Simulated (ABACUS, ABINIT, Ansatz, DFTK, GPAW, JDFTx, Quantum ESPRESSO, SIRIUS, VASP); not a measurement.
HgTe: 9 runs at one level of theory

```
Hg Te
1.0
     0.00000    3.21450    3.21450
     3.21450    0.00000    3.21450
     3.21450    3.21450    0.00000
Hg Te
1 1
Direct
  0.00000 0.00000 0.00000
  0.75000 0.75000 0.75000
```

Alike in all runs: task single point; functional PBEsol; k mesh 7 × 7 × 7; occupations fermi-dirac, width 0.05 eV; no spin polarisation; no spin-orbit coupling. Pressure is positive in compression and, in plane waves, holds the error of the finite cutoff.

| program and potentials | plane-wave cutoff (eV) | notes | pressure (GPa) |
| --- | --- | --- | --- |
| JDFTx, PseudoDojo-SR-PBEsol-0.4.1-standard with smoothed tails | 1088 | 18 valence electrons an atom on average | 1.82 |
| DFTK, PseudoDojo SR PBEsol 0.4.1 standard (PBEsol) | 1088 | 18 valence electrons an atom on average | 1.82 |
| ABACUS, PseudoDojo NC SR 0.4.1 PBEsol standard, plane waves | 1129 | 18 valence electrons an atom on average | 1.83 |
| GPAW, PAW data sets generated for this functional | 600 | 12 valence electrons an atom on average | 1.74 |
| Ansatz, all-electron LAPW, scalar-relativistic | - | - | 1.77 |
| Quantum ESPRESSO, GBRV 1.5 PBEsol | 612 | 9 valence electrons an atom on average | 2.19 |
| VASP, PBE PAW files Hg, Te, 520 eV | 520 | potentials made for PBE; 9 valence electrons an atom on average | 1.89 |
| SIRIUS, PseudoDojo 0.4.1 PBEsol standard (scalar relativistic) | 1102 | 18 valence electrons an atom on average | 1.82 |
| ABINIT, PseudoDojo NC SR PBEsol v0.4.1 standard | 1088 | 18 valence electrons an atom on average | 1.82 |

The pressure spans 1.74 (GPAW, PAW data sets generated for this functional) to 2.19 GPa (Quantum ESPRESSO, GBRV 1.5 PBEsol), with all-electron results at 1.77.

Differences between rows come from potentials, basis sets and numerical settings, since the functional is the same but for its coding. Runs on potential files found faulty are left out.
